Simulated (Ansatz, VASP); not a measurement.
## One calculation of P, two programs

```
CELL_PARAMETERS angstrom
1.66404 0.96073 2.71609
-1.66404 0.96073 2.71609
0.00000 -1.92147 2.71609
ATOMIC_POSITIONS crystal
P 0.24462 0.24462 0.24462
P 0.75538 0.75538 0.75538
```

Alike in both runs: functional PBE; dispersion D3(BJ); k mesh 15 × 15 × 15; occupations gaussian, width 0.1 eV; no spin polarisation.

Ansatz relaxed the structure, and its values are those at the end. VASP's run is a single point on that final structure, the one shown.

|  | VASP | Ansatz |
| --- | --- | --- |
| version | VASP 6.6.1 | Ansatz 0.2.0 |
| potentials or method | VASP PAW PBE potentials, release 64 (P) | scalar-relativistic, plane waves, PAW |
| plane-wave cutoff (eV) | 520 | 420 |
| valence electrons in the cell | 10 | 10 |

```tsv
	VASP	Ansatz	Ansatz less VASP
gap on the k mesh at the Fermi level (eV)	none	none	-
pressure (GPa)	10.6	11.1	+0.45
rms of the force components (eV/Å)	0.010	0.002	-0.0076
```

A gap of «none» marks a metal or a gap that the smearing closes.

Caveats: pairwise dispersion overbinds metals, which lowers pressure and volume.
